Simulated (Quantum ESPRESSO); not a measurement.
A run of Quantum ESPRESSO 7.5 is set up as follows.

Contents of pw.in:

```
&CONTROL
  calculation = 'scf'
  prefix = 'pwscf'
  outdir = './tmp'
  pseudo_dir = './pseudo'
  tprnfor = .true.
  tstress = .true.
  disk_io = 'low'
/
&SYSTEM
  ibrav = 0
  nat = 1
  ntyp = 1
  ecutwfc = 56
  ecutrho = 448
  nbnd = 17
  occupations = 'smearing'
  smearing = 'fd'
  degauss = 0.00367493
  nspin = 2
  starting_magnetization(1) = 0.1875
/
&ELECTRONS
  conv_thr = 2d-10
  electron_maxstep = 120
  mixing_beta = 0.3
/
ATOMIC_SPECIES
Fe    55.8450 fe_pbesol_v1.5.uspp.F.UPF
CELL_PARAMETERS angstrom
  -1.4430000000    1.4430000000    1.4430000000
   1.4430000000   -1.4430000000    1.4430000000
   1.4430000000    1.4430000000   -1.4430000000
ATOMIC_POSITIONS angstrom
Fe     0.0000000000    0.0000000000    0.0000000000
K_POINTS automatic
9 9 9 0 0 0
```

File nscf.in:

```
&CONTROL
  calculation = 'nscf'
  prefix = 'pwscf'
  outdir = './tmp'
  pseudo_dir = './pseudo'
  disk_io = 'low'
/
&SYSTEM
  ibrav = 0
  nat = 1
  ntyp = 1
  ecutwfc = 56
  ecutrho = 448
  nbnd = 17
  occupations = 'tetrahedra_opt'
  nspin = 2
  starting_magnetization(1) = 0.1875
/
&ELECTRONS
  conv_thr = 1d-08
  electron_maxstep = 120
  mixing_beta = 0.3
  startingwfc = 'random'
/
ATOMIC_SPECIES
Fe    55.8450 fe_pbesol_v1.5.uspp.F.UPF
CELL_PARAMETERS angstrom
  -1.4430000000    1.4430000000    1.4430000000
   1.4430000000   -1.4430000000    1.4430000000
   1.4430000000    1.4430000000   -1.4430000000
ATOMIC_POSITIONS angstrom
Fe     0.0000000000    0.0000000000    0.0000000000
K_POINTS automatic
14 14 14 0 0 0
```

The input projwfc.in:

```
&PROJWFC
  prefix = 'pwscf'
  outdir = './tmp'
  filpdos = 'p'
  Emin = 2
  Emax = 27
  DeltaE = 0.05
/
```

Potentials or basis: GBRV 1.5 PBEsol.

Run with:

```sh
$ OMP_NUM_THREADS=1 mpirun -n 2 pw.x -nk 2 -in pw.in > pw.out
$ OMP_NUM_THREADS=1 mpirun -n 2 pw.x -nk 2 -in nscf.in > nscf.out
$ OMP_NUM_THREADS=1 mpirun -n 1 projwfc.x -in projwfc.in > projwfc.out
```

(1) What does it give for the band gap on the k mesh?

(2) Estimate the net moment.

(3) What does it give for the absolute moment?

Results:

(1) none (metal or under the smearing width).

(2) 2.46 μB per cell.

(3) 2.56 μB per cell.

Caveat: the k mesh is coarse.
